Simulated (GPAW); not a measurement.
A run of GPAW 26.7.0 is set up as follows.

run.py

```python
from ase import Atoms
from ase.filters import FrechetCellFilter
from ase.io import write
from ase.optimize import BFGS
from ase.units import GPa
from gpaw import GPAW, PW, setup_paths

setup_paths.insert(0, '.')

atoms = Atoms(['Zr', 'B', 'B'],
              cell=[[3.17, 0.0, 0.0],
                    [-1.585, 2.74530053, 0.0],
                    [0.0, 0.0, 3.533]],
              scaled_positions=[[0.0, 0.0, 0.0],
                                [0.6666666667, 0.3333333333, 0.5],
                                [0.3333333333, 0.6666666667, 0.5]],
              pbc=True)

calc = GPAW(mode=PW(800),
            xc='PBEsol',
            kpts={'size': (7, 7, 6), 'gamma': True},
            occupations={'name': 'fermi-dirac', 'width': 0.05},
            nbands=20,
            convergence={'density': 1e-05, 'forces': 0.0001},
            maxiter=150,
            txt='gpaw.txt')
atoms.calc = calc
opt = BFGS(FrechetCellFilter(atoms, scalar_pressure=10 * GPa), trajectory='relax.traj', logfile='-')
done = opt.run(fmax=0.02, steps=60)
calc.write('gs.gpw')
write('result.traj', atoms)
print('Converged:', done)
print('Cell:', atoms.cell.cellpar().round(4))
print('Volume:', round(atoms.get_volume(), 4))
print(atoms.get_scaled_positions().round(5))
```

Potentials or basis: PAW data sets generated in the run's folder for this functional, pw.

Launch:

```console
$ gpaw-setup -f PBEsol B Zr
$ OMP_NUM_THREADS=1 python run.py
```

**Question.** What does it give for the relaxed volume?

**Answer.** 9.68 Å³/atom.

**Question.** What does it give for the relaxed cell?

**Answer.** a = 3.117 Å, b = 3.117 Å, c = 3.451 Å, α = 90.00°, β = 90.00°, γ = 120.00°.

Step by step:
```tsv
step	energy change (eV)	largest force (eV/Å)	pressure (GPa)	volume (Å³)
1	0.0000	0.0000	-4.83	30.75
2	-0.0079	0.0000	-1.60	30.33
3	0.0302	0.0000	10.70	28.97
4	0.0257	0.0000	10.02	29.04
5	0.0245	0.0000	9.85	29.05
6	0.0237	0.0000	9.71	29.06
7	0.0247	0.0000	9.87	29.04
```

Caveat: later steps reuse the first step's grids.
